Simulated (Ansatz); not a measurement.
CdS:

```
CELL_PARAMETERS angstrom
0.00000 2.75324 2.75324
2.75324 0.00000 2.75324
2.75324 2.75324 0.00000
ATOMIC_POSITIONS crystal
Cd 0.00000 0.00000 0.00000
S 0.50000 0.50000 0.50000
```

Measurements of this composition are mostly on another form, of space group No. 186.

Base run:

- Program: Ansatz 0.2.0
- Functional: PBE
- Potentials or basis: Ansatz PAW
- Cutoff: 420 eV (not typed: the program's choice for these potentials)
- k mesh: 6 × 6 × 6
- Occupations: fermi-dirac, width 0.05 eV
- Spin: spin-orbit coupling, no magnetisation

Its results: band gap on the k mesh 0.25 eV, indirect (least direct gap 1.51 eV); pressure -0.5 GPa.

Problem. The run is repeated on the same cell with these changes: functional from PBE to LDA. What comes out?

Solution. Band gap on the k mesh none (metal or under the smearing width); pressure -6.9 GPa.

LDA binds more tightly than PBE, so the same cell stands under less pressure.

Caveats: the PAW data sets come from PBE, with cores solved anew for the run's functional, which leaves a small shift of forces and pressure (some runs).
